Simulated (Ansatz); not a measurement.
**Structures of HfO$_{2}$: which is lowest?**

Plane-wave DFT in Ansatz with scalar-relativistic PAW potentials, cutoff 420 eV, Γ-centred meshes chosen by cell and gap, Gaussian smearing with energies taken to zero width. Every cell was relaxed (cell and atoms) in a run of its own, within the symmetry of its start. Functional: PBE+D3(BJ).

Relaxed structures (starts from databases or built by putting these elements on another compound's sites):
A. P-3m1, 3 atoms in the computed cell, a = 3.239 Å, c = 4.665 Å; sites (symmetry × multiplicity) Hf -3m. × 1, O 3m. × 2; start: built
B. P4_2/nmc, 6 atoms in the computed cell, a = 3.587 Å, c = 5.212 Å; sites (symmetry × multiplicity) Hf -4m2 × 2, O 2mm. × 4; start: database
C. P2_1/c, 12 atoms in the computed cell, a = 5.126 Å, b = 5.202 Å, c = 5.306 Å, β = 99.5°; sites (symmetry × multiplicity) Hf 1 × 4, O 1 × 4 + 1 × 4; start: database
D. Fm-3m, 3 atoms in the computed cell, a = 5.073 Å; sites (symmetry × multiplicity) Hf m-3m × 4, O -43m × 8; start: database

Task: Rank them by energy. Could pressure change the order?

Result:
| structure | group | E − E(lowest) (meV/atom) | V (Å³/atom) | gap on mesh (eV) |
| --- | --- | --- | --- | --- |
| C | P2_1/c | 0.0 | 11.63 | 4.04 |
| B | P4_2/nmc | 45 | 11.18 | 4.67 |
| D | Fm-3m | 75 | 10.88 | 3.78 |
| A | P-3m1 | 281 | 14.13 | 4.50 |

C is lowest, 45 meV/atom under B. D is denser by 0.75 Å³/atom, so pressure favours it: ΔE/ΔV, with ΔE in eV and 1 eV/Å³ = 160.2 GPa, gives about 16 GPa for equal enthalpy if both cells were rigid; at such pressures compression changes ΔV much, so this is a scale only. Other structures may lie lower than all of these, and vibrations aren't counted.

Spin-orbit coupling is left out, which matters for the bands of heavy elements.